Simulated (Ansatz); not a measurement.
Si2W:

```
CELL_PARAMETERS angstrom
-1.60690 1.60690 3.91495
1.60690 -1.60690 3.91495
1.60690 1.60690 -3.91495
ATOMIC_POSITIONS crystal
W 0.00000 0.00000 0.00000
Si 0.66530 0.66530 0.00000
Si 0.33470 0.33470 0.00000
```

Base run:

| Property | Result |
| --- | --- |
| Program | Ansatz 0.2.0 |
| Functional | r2SCAN |
| Potentials or basis | Ansatz PAW |
| Cutoff | 500 eV (not typed: the program's choice for these potentials) |
| k mesh | 12 × 12 × 12 |
| Occupations | fermi-dirac, width 0.05 eV |
| Spin | no spin polarisation |

Its results: band gap on the k mesh none (metal or under the smearing width); pressure -1.2 GPa; largest force 0.020 eV/Å.

The run is repeated on the same cell with these changes: functional from r2SCAN to PBE; cutoff from 500 eV (not typed: the program's choice for these potentials) to 420 eV (not typed: the program's choice for these potentials); occupations from fermi-dirac, width 0.05 eV to gaussian, width 0.012 eV. What comes out?

Band gap on the k mesh none (metal or under the smearing width); pressure 3.3 GPa; largest force 0.082 eV/Å.

Caveats: spin-orbit coupling is left out, which moves the levels of the heavy elements (some runs); the PAW data sets come from PBE, with cores solved anew for the run's functional, which leaves a small shift of forces and pressure (some runs).
